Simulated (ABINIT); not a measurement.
# HfC (Fm-3m) in ABINIT: further runs

Runs on HfC. Level: PBEsol. Tasks: single point.

Everything below comes from runs of ABINIT 10.8.3 (patched build). Logs are shortened: lines on timing, memory, paths and dates and some standing lists are left out, and cuts for length are marked. The log counts tension as positive stress, the text compression.

## 1. The structure

It takes space group Fm-3m (No. 225, cubic). Conventional cell: a = 4.650 Å, b = 4.650 Å, c = 4.650 Å, α = 90.00°, β = 90.00°, γ = 90.00°. Hf (site symmetry m-3m) is surrounded by 6 C at 2.33 Å. C (site symmetry m-3m) has 6 Hf at 2.33 Å as nearest neighbours.

## 2. Single point, PBEsol

The input, run.abi:

```
# Pseudopotentials
pp_dirpath "./"
pseudos "Hf.GGA_PBE-JTH.xml, C.GGA_PBE-JTH.xml"

# Structure
acell 6.2135074315 6.2135074315 6.2135074315
rprim
     0.0000000000     0.7071067812     0.7071067812
     0.7071067812     0.0000000000     0.7071067812
     0.7071067812     0.7071067812     0.0000000000
ntypat 2
znucl 72 6
natom 2
typat 1 2
xred
     0.5000000000     0.5000000000     0.5000000000
     0.0000000000     0.0000000000     0.0000000000

# Plane-wave basis
ecut 20.0
pawecutdg 40.0

# k points
kptopt 1
ngkpt 13 13 13
nshiftk 1
shiftk 0.0 0.0 0.0

# Exchange and correlation
ixc -116133

# Bands and occupations
nband 12
occopt 3
tsmear 0.00183747

# SCF cycle
nstep 100
tolvrs 1.0e-9

# Output
iomode 3
prtwf 0
prtden 0
prteig 0
prtebands 0
```

Potentials or basis: JTH PAW PBE v2.0.

The run is started by

```
> abinit run.abi > log 2>&1
```

run.abo:

```text
.Version 10.8.3 of ABINIT
 Symmetries : space group Fm -3 m (#225); Bravais cF (face-center cubic)
================================================================================
 Values of the parameters that define the memory need of the present run
     intxc =       0    ionmov =       0      iscf =      17    lmnmax =      18
     lnmax =       6     mgfft =      27  mpssoang =       3    mqgrid =    3001
     natom =       2  nloc_mem =       2    nspden =       1   nspinor =       1
    nsppol =       1      nsym =      48    n1xccc =       1    ntypat =       2
    occopt =       3   xclevel =       2
       mpw =         742          nfft =       19683          nkpt =          84
 PAW method is used; the additional fine FFT grid is defined by:
   mgfftf=        36    nfftf =     46656
================================================================================
================================================================================

--------------------------------------------------------------------------------
------------- Echo of variables that govern the present computation ------------
--------------------------------------------------------------------------------
 -outvars: echo values of preprocessed input variables --------
            acell      6.2135074315E+00  6.2135074315E+00  6.2135074315E+00 Bohr
              amu      1.78490000E+02  1.20110000E+01
             ecut      2.00000000E+01 Hartree
                       outvar_i_n : Printing only first  50 k-points.
              ixc     -116133
                       outvar_i_n : Printing only first  50 k-points.
         kptrlatt       13    0    0      0   13    0      0    0   13
          kptrlen      8.07755966E+01
            natom           2
            nband          12
            ngfft          27      27      27
          ngfftdg          36      36      36
             nkpt          84
            nstep         100
             nsym          48
           ntypat           2
                       prtocc : prtvol=0, do not print more k-points.
           occopt           3
        pawecutdg      4.00000000E+01 Hartree
         pawxcdev           0
           prtden           0
        prtebands           0
           prteig           0
            prtwf           0
            rprim      0.0000000000E+00  7.0710678120E-01  7.0710678120E-01
                       7.0710678120E-01  0.0000000000E+00  7.0710678120E-01
                       7.0710678120E-01  7.0710678120E-01  0.0000000000E+00
          spgroup         225
           tolvrs      1.00000000E-09
           tsmear      1.83747000E-03 Hartree
            typat      1  2
           useylm           1
                       outvars : Printing only first  50 k-points.
           xangst      2.3249999985E+00  2.3249999985E+00  2.3249999985E+00
                       0.0000000000E+00  0.0000000000E+00  0.0000000000E+00
            xcart      4.3936132399E+00  4.3936132399E+00  4.3936132399E+00
                       0.0000000000E+00  0.0000000000E+00  0.0000000000E+00
             xred      5.0000000000E-01  5.0000000000E-01  5.0000000000E-01
                       0.0000000000E+00  0.0000000000E+00  0.0000000000E+00
            znucl       72.00000    6.00000

================================================================================

 chkinp: Checking input parameters for consistency.

================================================================================
== DATASET  1 ==================================================================

--- !DatasetInfo
iteration_state: {dtset: 1, }
dimensions: {natom: 2, nkpt: 84, mband: 12, nsppol: 1, nspinor: 1, nspden: 1, mpw: 742, }
cutoff_energies: {ecut:  20.0, pawecutdg:  40.0, }
electrons: {nelect:   1.60000000E+01, charge:   0.00000000E+00, occopt:   3.00000000E+00, tsmear:   1.83747000E-03, }
meta: {optdriver: 0, ionmov: 0, optcell: 0, iscf: 17, paral_kgb: 0, }
...

 Real(R)+Recip(G) space primitive vectors, cartesian coordinates (Bohr,Bohr^-1):
 R(1)=  0.0000000  4.3936132  4.3936132  G(1)= -0.1138016  0.1138016  0.1138016
 R(2)=  4.3936132  0.0000000  4.3936132  G(2)=  0.1138016 -0.1138016  0.1138016
 R(3)=  4.3936132  4.3936132  0.0000000  G(3)=  0.1138016  0.1138016 -0.1138016
 Unit cell volume ucvol=  1.6962719E+02 bohr^3
 Angles (23,13,12)=  6.00000000E+01  6.00000000E+01  6.00000000E+01 degrees

 Coarse grid specifications (used for wave-functions):

 getcut: wavevector=  0.0000  0.0000  0.0000  ngfft=  27  27  27
         ecut(hartree)=     20.000   => boxcut(ratio)=   2.08160

 Fine grid specifications (used for densities):

 getcut: wavevector=  0.0000  0.0000  0.0000  ngfft=  36  36  36
         ecut(hartree)=     40.000   => boxcut(ratio)=   2.03503

--- Pseudopotential description ------------------------------------------------
- pspini: atom type   1  psp file is ./Hf.GGA_PBE-JTH.xml
 Pseudopotential format is: paw10
 basis_size (lnmax)=  6 (lmn_size= 18), orbitals=   0   0   1   1   2   2
 Spheres core radius: rc_sph= 2.41119446
 Shapefunction is SIN type: shapef(r)=[sin(pi*r/rshp)/(pi*r/rshp)]**2
 Radius for shape functions =  2.41119446
 Compensation charge density is not taken into account in XC energy/potential

- pspini: atom type   2  psp file is ./C.GGA_PBE-JTH.xml
 Pseudopotential format is: paw10
 basis_size (lnmax)=  4 (lmn_size=  8), orbitals=   0   0   1   1
 Spheres core radius: rc_sph= 1.50736703
 Shapefunction is SIN type: shapef(r)=[sin(pi*r/rshp)/(pi*r/rshp)]**2
 Radius for shape functions =  1.30052589
 Compensation charge density is not taken into account in XC energy/potential

   1.55524723E+03                                ecore*ucvol(ha*bohr**3)
--------------------------------------------------------------------------------

[... 7 lines left out ...]

     iter   Etot(hartree)      deltaE(h)  residm     nres2
 ETOT  1  -55.132068046241    -5.513E+01 4.542E+00 9.676E+00
 ETOT  2  -55.890985722280    -7.589E-01 1.449E-01 1.190E+00
 ETOT  3  -55.890217795253     7.679E-04 6.541E-02 2.002E-01
 ETOT  4  -55.890052065517     1.657E-04 3.632E-02 2.021E-02
 ETOT  5  -55.889991891101     6.017E-05 3.657E-03 1.205E-04
 ETOT  6  -55.889998834361    -6.943E-06 2.635E-03 1.045E-04
 ETOT  7  -55.889998688250     1.461E-07 8.923E-04 2.183E-05
 ETOT  8  -55.889998658192     3.006E-08 6.579E-04 2.933E-07
 ETOT  9  -55.889998658893    -7.012E-10 5.373E-04 3.985E-08
 ETOT 10  -55.889998658854     3.946E-11 6.312E-04 1.052E-09
 ETOT 11  -55.889998658850     3.695E-12 4.819E-04 1.275E-10

 At SCF step   11       nres2   =  1.27E-10 < tolvrs=  1.00E-09 =>converged.

 Cartesian components of stress tensor (hartree/bohr^3)
  sigma(1 1)=  2.23962628E-04  sigma(3 2)=  0.00000000E+00
  sigma(2 2)=  2.23962628E-04  sigma(3 1)=  0.00000000E+00
  sigma(3 3)=  2.23962628E-04  sigma(2 1)=  0.00000000E+00

--- !ResultsGS
iteration_state: {dtset: 1, }
comment   : Summary of ground state results
lattice_vectors:
- [  0.0000000,   4.3936132,   4.3936132, ]
- [  4.3936132,   0.0000000,   4.3936132, ]
- [  4.3936132,   4.3936132,   0.0000000, ]
lattice_lengths: [   6.21351,    6.21351,    6.21351, ]
lattice_angles: [ 60.000,  60.000,  60.000, ] # degrees, (23, 13, 12)
lattice_volume:   1.6962719E+02
convergence: {deltae:  3.695E-12, res2:  1.275E-10, residm:  4.819E-04, diffor: null, }
etotal    :  -5.58899987E+01
entropy   :   0.00000000E+00
fermie    :   3.37755267E-03
cartesian_stress_tensor: # hartree/bohr^3
- [  2.23962628E-04,   0.00000000E+00,   0.00000000E+00, ]
- [  0.00000000E+00,   2.23962628E-04,   0.00000000E+00, ]
- [  0.00000000E+00,   0.00000000E+00,   2.23962628E-04, ]
pressure_GPa:  -6.5892E+00
xred      :
- [  5.0000E-01,   5.0000E-01,   5.0000E-01, Hf]
- [  0.0000E+00,   0.0000E+00,   0.0000E+00,  C]
cartesian_forces: # hartree/bohr
- [ -0.00000000E+00,  -0.00000000E+00,  -0.00000000E+00, ]
[... 5 lines left out ...]
 ------------------------------------------------
 Atom  Sphere_radius  Integrated_density
    1        2.41119          9.60578373
    2        1.50737          2.41175743

================================================================================

 ----iterations are completed or convergence reached----

 Mean square residual over all n,k,spin=   14.114E-07; max=  48.189E-05
 reduced coordinates (array xred) for    2 atoms
       0.500000000000      0.500000000000      0.500000000000
       0.000000000000      0.000000000000      0.000000000000
 rms dE/dt=  0.0000E+00; max dE/dt=  0.0000E+00; dE/dt below (all hartree)
    1       0.000000000000      0.000000000000      0.000000000000
    2       0.000000000000      0.000000000000      0.000000000000

 cartesian coordinates (angstrom) at end:
    1      2.32499999847314     2.32499999847314     2.32499999847314
    2      0.00000000000000     0.00000000000000     0.00000000000000

[... 7 lines left out ...]
    2     -0.00000000000000    -0.00000000000000    -0.00000000000000
 frms,max,avg= 0.0000000E+00 0.0000000E+00   0.000E+00  0.000E+00  0.000E+00 e/A
 length scales=  6.213507431500  6.213507431500  6.213507431500 bohr
              =  3.288046530296  3.288046530296  3.288046530296 angstroms
 Fermi (or HOMO) energy (hartree) =   0.00338   Average Vxc (hartree)=  -0.46189
 Eigenvalues (hartree) for nkpt=  84  k points:
 kpt#   1, nband= 12, wtk=  0.00046, kpt=  0.0000  0.0000  0.0000 (reduced coord)
  -2.23912   -1.07938   -1.07938   -1.07938   -0.44740    0.04200    0.04200    0.04200
   0.05356    0.05356    0.05356    0.12799
      occupation numbers for kpt#   1
   2.00000    2.00000    2.00000    2.00000    2.00000    0.00000    0.00000    0.00000
   0.00000    0.00000    0.00000    0.00000
 prteigrs : prtvol=0 or 1, do not print more k-points.

--- !EnergyTerms
iteration_state     : {dtset: 1, }
comment             : Components of total free energy in Hartree
kinetic             :  8.56764865433500E+00
hartree             :  5.77677952824949E+00
xc                  : -1.10921990820148E+01
Ewald energy        : -4.76937911376180E+01
psp_core            :  9.16861990394607E+00
local_psp           : -1.33284187229340E+00
PAW spherical_terms : -1.92841273965305E+01
internal            : -5.58899114019262E+01
'-kT*entropy'       : -8.68014468799693E-05
total_energy        : -5.58899982033730E+01
total_energy_eV     : -1.52084432839917E+03
...

--- !EnergyTermsDC
iteration_state     : {dtset: 1, }
comment             : '"Double-counting" decomposition of free energy'
band_energy         : -1.23066814001369E+01
Ewald energy        : -4.76937911376180E+01
psp_core            :  9.16861990394607E+00
xc_dc               : -1.06750002562366E+01
PAW spherical_terms :  5.61694103264204E+00
internal            : -5.58899118574034E+01
'-kT*entropy'       : -8.68014468799693E-05
total_energy_dc     : -5.58899986588502E+01
total_energy_dc_eV  : -1.52084434079333E+03
...

--- !EnergyTermsWithPAWCore
iteration_state     : {dtset: 1, }
comment             : 'Components of total free energy, including PAW core contributions'
Total energy        : -1.51120120551630E+04
Total energy DC     : -1.51120120556185E+04
Total energy (eV)   : -4.11218796986962E+05
Total energy DC (eV): -4.11218796999356E+05
...

 Cartesian components of stress tensor (hartree/bohr^3)
  sigma(1 1)=  2.23962628E-04  sigma(3 2)=  0.00000000E+00
  sigma(2 2)=  2.23962628E-04  sigma(3 1)=  0.00000000E+00
  sigma(3 3)=  2.23962628E-04  sigma(2 1)=  0.00000000E+00

-Cartesian components of stress tensor (GPa)         [Pressure= -6.5892E+00 GPa]
- sigma(1 1)=  6.58920802E+00  sigma(3 2)=  0.00000000E+00
- sigma(2 2)=  6.58920802E+00  sigma(3 1)=  0.00000000E+00
- sigma(3 3)=  6.58920802E+00  sigma(2 1)=  0.00000000E+00

== END DATASET(S) ==============================================================
================================================================================

 -outvars: echo values of variables after computation  --------
            acell      6.2135074315E+00  6.2135074315E+00  6.2135074315E+00 Bohr
           etotal     -5.5889998659E+01
            fcart     -0.0000000000E+00 -0.0000000000E+00 -0.0000000000E+00
                      -0.0000000000E+00 -0.0000000000E+00 -0.0000000000E+00
            rprim      0.0000000000E+00  7.0710678120E-01  7.0710678120E-01
                       7.0710678120E-01  0.0000000000E+00  7.0710678120E-01
                       7.0710678120E-01  7.0710678120E-01  0.0000000000E+00
           strten      2.2396262838E-04  2.2396262838E-04  2.2396262838E-04
                       0.0000000000E+00  0.0000000000E+00  0.0000000000E+00
           xangst      2.3249999985E+00  2.3249999985E+00  2.3249999985E+00
                       0.0000000000E+00  0.0000000000E+00  0.0000000000E+00
             xred      5.0000000000E-01  5.0000000000E-01  5.0000000000E-01
                       0.0000000000E+00  0.0000000000E+00  0.0000000000E+00
 Calculation completed.
```

Wall time 24 s (1 thread of Arm Neoverse V2, shared host); peak memory 0.12 GiB.

Results:

| Item | Value |
| --- | --- |
| Free energy | -1520.8443 eV |
| Pressure | -6.6 GPa |
| Band gap on the k mesh | none (metal or under the smearing width) |
| Valence electrons inside the program's atomic spheres | Hf 9.61; C 2.41 |

Levels at points of the mesh, in eV from the Fermi level:
| k point | band 6 | band 7 | band 8 | band 9 | band 10 | band 11 |
| --- | --- | --- | --- | --- | --- | --- |
| (0.00, 0.00, 0.00) | 1.05 | 1.05 | 1.05 | 1.37 | 1.37 | 1.37 |

Caveat: the PAW data sets were made with another functional, which shifts forces and pressure a little. Spin-orbit coupling is left out, which matters for the levels of Hf.

## 3. Single point, PBEsol

The input, run.abi:

```
pp_dirpath "./"
pseudos "Hf.GGA_PBE-JTH.xml, C.GGA_PBE-JTH.xml"

acell 3.2880465325 3.2880465325 3.2880465325 Angstrom
rprim
     0.0000000000     0.7071067812     0.7071067812
     0.7071067812     0.0000000000     0.7071067812
     0.7071067812     0.7071067812     0.0000000000
ntypat 2
znucl 72 6
natom 2
typat 1 2
xred
     0.5000000000     0.5000000000     0.5000000000
     0.0000000000     0.0000000000     0.0000000000

ecut 544.227725 eV
pawecutdg 40.0

kptopt 1
ngkpt 8 8 8
nshiftk 1
shiftk 0.0 0.0 0.0

ixc -116133

nband 12
occopt 3
tsmear 0.00183747

nstep 100
tolvrs 1.0e-9

iomode 3
prtwf 0
prtden 0
prteig 0
prtebands 0
```

Potentials or basis: JTH PAW PBE v2.0.

The run is started by

```
> abinit run.abi > log 2>&1
```

Wall time 12 s (1 thread of Arm Neoverse V2, shared host); peak memory 0.12 GiB.

It converged, with:

```yaml
Free_energy: -1520.8400 eV
Pressure: -6.6 GPa
Band_gap_on_the_k_mesh: none (metal or under the smearing width)
Valence_electrons_inside_the_program's_atomic_spheres: Hf 9.61; C 2.41
```

Levels at points of the mesh, in eV from the Fermi level:
| k point | band 5 | band 6 | band 7 | band 8 | band 9 | band 10 | band 11 | band 12 |
| --- | --- | --- | --- | --- | --- | --- | --- | --- |
| (0.00, 0.00, 0.00) | -12.21 | 1.10 | 1.10 | 1.10 | 1.42 | 1.42 | 1.42 | 3.44 |
| (0.50, 0.00, 0.00) | -8.42 | -6.11 | -2.92 | -2.92 | 5.37 | 5.37 | 5.84 | 6.59 |
| (0.50, 0.50, 0.00) | -10.29 | -2.53 | -1.76 | -0.01 | -0.01 | 5.38 | 6.80 | 6.80 |

Caveat: the PAW data sets were made with another functional, which shifts forces and pressure a little.
